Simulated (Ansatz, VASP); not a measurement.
**Two plane-wave programs on Fe**

```
Fe
1.0
     1.70008   -1.72624    0.00000
     1.70008    1.72624    0.00000
     0.00000    0.00000    3.70970
Fe
2
Direct
  0.50000 0.50000 0.50000
  0.00000 0.00000 0.00000
```

This isn't the form of Fe at room conditions, which is bcc.

Alike in both runs: task single point; functional PBE; k mesh 6 × 6 × 4; occupations gaussian, width 0.1 eV; collinear spin.

|  | VASP | Ansatz |
| --- | --- | --- |
| version | VASP 6.6.1 | Ansatz 0.2.0 |
| potentials or method | VASP PAW PBE potentials, release 64 (Fe) | scalar-relativistic, plane waves, PAW |
| plane-wave cutoff (eV) | 520 | 420 |
| valence electrons in the cell | 16 | 32 |

Ansatz gave:

* gap on the k mesh at the Fermi level (eV): none
* pressure (GPa): -0.5
* largest component of the traceless stress (GPa): 0.44
* net moment per atom (μB): 0.00
* size of the moment on the site where the two differ most (μB): 1.66

Q: Which values does VASP return?

A: gap on the k mesh at the Fermi level (eV): none; pressure (GPa): -0.8; largest component of the traceless stress (GPa): 0.53; net moment per atom (μB): 0.00; size of the moment on the site where the two differ most (μB): 1.71.

Site moments also hang on the region over which each program counts them. A gap of «none» marks a metal or a gap that the smearing closes. The functional is the same, so the differences come from potentials, cutoffs and numerics. The two sets of potentials don't hold the same shells in valence.

Caveats: the k mesh is coarse (spacing up to 0.43 Å⁻¹), so the values aren't converged.
